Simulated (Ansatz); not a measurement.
**BaTiO$_{3}$: random displacements**

Computed with DFT r2SCAN, scalar-relativistic, plane waves, PAW in Ansatz 0.2.0. The runs took a 500 eV cutoff, a Γ-centred 6×6×6 mesh and Gaussian smearing (0.05 eV). Spin–orbit coupling is left out, which matters for the heavy elements here. No spin polarisation. Energies are free energies at this smearing, counted from the undisturbed cell; pressure is positive in compression.

The starting cell (relaxed at this level; it needn't be the usual structure):

```
Ba Ti O
1.0
     2.84005    1.63971    2.33143
    -2.84005    1.63971    2.33143
     0.00000   -3.27941    2.33143
Ba Ti O
1 1 3
Direct
  0.00279 0.00279 0.00279
  0.51625 0.51625 0.51625
  0.48975 0.48975 0.98016
  0.48975 0.98016 0.48975
  0.98016 0.48975 0.48975
```

After a displacement of all atoms with no net shift and a strain of the cell, the run gives ΔE = 18.6 meV/atom; stress (xx, yy, zz, yz, xz, xy; compression positive) (1.33, 6.67, 1.89, -0.57, -1.30, 2.81) GPa; gap on the mesh 2.58 eV.

```csv
atom,Fx (eV/Å),Fy,Fz
Ba1,0.137,0.031,0.185
Ti2,0.056,0.302,-0.177
O3,-0.276,-0.806,-0.271
O4,-0.087,-0.056,-0.067
O5,0.169,0.530,0.330
```

Problem. Which displacements (Å, in the unstrained cell) and strain were applied?

Solution.
```tsv
atom	ux	uy	uz
Ba1	-0.01	-0.02	-0.03
Ti2	0.02	-0.05	-0.02
O3	0.01	0.08	0.08
O4	-0.04	0.02	0.00
O5	0.02	-0.04	-0.02
```
Strain (Voigt, engineering shear): (-0.0026, -0.0113, -0.0024, -0.0116, 0.0212, -0.0140).

Cost: 1 run of about 0.3 core-minutes, on Intel Xeon 6975P-C (Granite Rapids) (shared hosts).